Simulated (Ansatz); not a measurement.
Wires are cut from relaxed bulk Mo (Im-3m, 15.78 Å³/atom, gap on the mesh 0.00 eV); atoms and period are relaxed, and energies count from that bulk.

Method: DFT PBE, scalar-relativistic, plane waves, PAW (Ansatz 0.2.0).

Cutoff 420 eV, Gaussian smearing of 0.05 eV, energies at zero smearing, symmetry of each start kept, no spin polarisation.

```
                            start atoms k mesh excess energy (eV per host atom) line energy (eV/Å) period (Å) gap on the mesh (eV)
[110] wire, 8 host atoms a period      8   1×1×8                             1.927               3.671       4.200                     0
[110] wire, 9 host atoms a period      9   1×1×8                             1.959               4.317       4.085                     0
```

Each run keeps its start's symmetry and one magnetic start, so lower states can exist.

Cost: 2 runs of about 7 core-minutes in all, on Arm Neoverse V2 (shared hosts).